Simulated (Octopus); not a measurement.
A run of Octopus 16.4 is set up as follows.

inp

```
CalculationMode = gs
UnitsOutput = eV_Angstrom
PeriodicDimensions = 3
ExperimentalFeatures = yes
PseudopotentialSet = pseudodojo_pbesol
%LatticeParameters
 1*angstrom | 1*angstrom | 1*angstrom
%
%LatticeVectors
 2.938 | 0 | 0
 -1.469 | 2.5443826363 | 0
 0 | 0 | 2.883
%
%ReducedCoordinates
 "Ta" | 0 | 0 | 0.5
 "N" | 0.6666666667 | 0.3333333333 | 0
%
%Spacing
 0.12241667*angstrom | 0.12241667*angstrom | 0.12534783*angstrom
%
DerivativesOrder = 8
%KPointsGrid
 10 | 10 | 9
%
KPointsUseSymmetries = yes
XCFunctional = gga_x_pbe_sol + gga_c_pbe_sol
SmearingFunction = fermi_dirac
Smearing = 0.05*eV
ExtraStates = 8
Eigensolver = chebyshev_filter
ConvRelDens = 3e-7
MaximumIter = 120
```

Potentials or basis: pseudodojo_pbesol (PseudoDojo 0.4, PBEsol).

Launch:

```bash
$ OMP_NUM_THREADS=1 octopus > out.log
```

Q: What does it give for the band gap on the k mesh?

A: None (metal or under the smearing width).

Spin-orbit coupling is left out, which matters for the levels of Ta.
